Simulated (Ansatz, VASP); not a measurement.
# Cu in VASP and in Ansatz

The input INCAR:

```
SYSTEM = Cu
PREC = Accurate
ENCUT = 520
EDIFF = 1E-7
ISMEAR = 0
SIGMA = 0.15
LREAL = .FALSE.
LASPH = .TRUE.
NELM = 60
ALGO = Normal
ISIF = 2
LWAVE = .FALSE.
LCHARG = .FALSE.
GGA = PS
NBANDS = 12
```

The input KPOINTS:

```
Automatic mesh
0
G
  24 24 24
  0 0 0
```

POSCAR

```
Cu
1.0
   -1.3995095204      1.3995095204      1.3967226717
    1.3995095204     -1.3995095204      1.3967226717
    1.3995095204      1.3995095204     -1.3967226717
Cu
1
Direct
    0.0000000000      0.0000000000      0.0000000000
```

Input for Ansatz:

```yaml
crystal:
  lattice:
    - [-1.3995095204, 1.3995095204, 1.3967226717]
    - [1.3995095204, -1.3995095204, 1.3967226717]
    - [1.3995095204, 1.3995095204, -1.3967226717]
  atoms:
    - { symbol: Cu, position: [0.0, 0.0, 0.0] }
basis:
  ecutwfc: 420
kpoints:
  mp_grid: { grid: [24, 24, 24] }
hamiltonian:
  xc: pbesol
scf:
  occupations: { method: gaussian, width: 0.15 }
output:
  forces: true
  stress: true
  eigenvalues: true
```

Change from the starting cell: strain -0.030 along x and y, +0.015 along z, atoms carried along.

Alike in both runs: task single point; functional PBEsol; k mesh 24 × 24 × 24; occupations gaussian, width 0.15 eV; no spin polarisation.

```csv
,VASP,Ansatz
version,VASP 6.6.1,Ansatz 0.2.0
potentials or method,"VASP PAW PBE potentials, release 64 (Cu)","scalar-relativistic, plane waves, PAW"
plane-wave cutoff (eV),520,420
valence electrons in the cell,11,19
```

Ansatz gave:

```
gap on the k mesh at the Fermi level (eV) : none
pressure (GPa)                            : 6.7
```

Problem. Estimate VASP's values.

Solution. gap on the k mesh at the Fermi level (eV): none; pressure (GPa): 7.4.

A gap of «none» marks a metal or a gap that the smearing closes. The functional is the same, so the differences come from potentials, cutoffs and numerics. The two sets of potentials don't hold the same shells in valence.

Caveats: the PAW data sets were made with another functional, which shifts forces and pressure a little (VASP).
